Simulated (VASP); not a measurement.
**GaN in VASP: how settings move the PBE single point**

The PBE single point of GaN in the zincblende structure, under +3.0 % equal strain in all directions is repeated with altered inputs. Which of them can be trusted?

Code: VASP 6.6.1. PAW datasets, plane waves. Spin-unpolarised (in the reference); all numbers are computed.

## 1. Starting point

The cell comes from an earlier relaxation with r2SCAN in another program. Some of the altered inputs switch spin polarisation on.

Space group F-43m (No. 216), cubic; a = 4.633 Å in the conventional setting, 12.43 Å³ an atom. Near Ga stand 4 N at 2.01 Å; near N stand 4 Ga at 2.01 Å.

As a file:

```cif
data_structure
_symmetry_space_group_name_H-M 'P 1'
_symmetry_Int_Tables_number 1
_cell_length_a 3.2759
_cell_length_b 3.2759
_cell_length_c 3.2759
_cell_angle_alpha 60.000
_cell_angle_beta 60.000
_cell_angle_gamma 60.000
_cell_volume 24.86
loop_
_atom_site_label
_atom_site_type_symbol
_atom_site_fract_x
_atom_site_fract_y
_atom_site_fract_z
_atom_site_occupancy
Ga1 Ga 0.00000 0.00000 0.00000 1
N1 N 0.25000 0.25000 0.25000 1
```

## 2. The reference run

File INCAR:

```
ENCUT = 520.000000
SIGMA = 0.020000
EDIFF = 1.00e-07
GGA = PE
PREC = Accurate
IBRION = -1
ISIF = 2
ISMEAR = -1
NBANDS = 16
NELM = 120
NSW = 0
LASPH = .TRUE.
LCHARG = .FALSE.
LWAVE = .FALSE.
LREAL = .FALSE.
```

File KPOINTS:

```
KPOINTS created by Atomic Simulation Environment
0
Gamma
10 10 10
0 0 0
```

File POSCAR:

```
Ga N
 1.0000000000000000
     0.0000000000000000    2.3164211173000000    2.3164211173000000
     2.3164211173000000    0.0000000000000000    2.3164211173000000
     2.3164211173000000    2.3164211173000000    0.0000000000000000
 Ga  N
   1   1
Cartesian
  0.0000000000000000  0.0000000000000000  0.0000000000000000
  1.1582105586500000  1.1582105586500000  1.1582105586500000
```

A file KPOINTS_OPT adds named points for the levels; it doesn't enter the self-consistent loop.

Potentials: the recommended PBE PAW datasets, 18 valence electrons.

The run is started by

```sh
$ mpirun -np 1 vasp_std
```

## 3. Try 1

INCAR: that of step 2 with these lines changed.

```diff
@@ -15 +15,3 @@
 LREAL = .FALSE.
+LMAXMIX = 6
+ALGO = Normal
```

KPOINTS is that of step 2.

POSCAR is that of step 2.

## 4. Try 2

INCAR: that of step 2 with these lines changed.

```diff
@@ -8,4 +8,2 @@
 ISMEAR = -1
-NBANDS = 16
-NELM = 120
 NSW = 0
@@ -15 +13,5 @@
 LREAL = .FALSE.
+NBANDS = 49
+ISPIN = 2
+MAGMOM = -0.5 0.5
+NELM = 89
```

KPOINTS is that of step 2.

POSCAR is that of step 2.

**Question.** What will these runs give? Wanted: for each run, changed; ending; energy change; pressure; electronic steps; usable.

As calculated:

| run | changed | ending | energy change (meV/atom) | pressure (GPa) | gap on the mesh (eV; negative: overlap) | electronic steps | time | usable |
| --- | --- | --- | --- | --- | --- | --- | --- | --- |
| ref. | – | converged | 0 | -8.2 | 1.19 | 13 | 16 s | yes |
| 1 | LMAXMIX = 6, ALGO = Normal | converged | 0.0 | -8.2 | 1.19 | 13 | 12 s | yes |
| 2 | NBANDS = 49, ISPIN = 2, MAGMOM = -0.5 0.5, NELM = 89 | converged | 0.0 | -8.2 | – | 15 | 90 s | yes |

Of 2 altered inputs, 2 gave usable results.
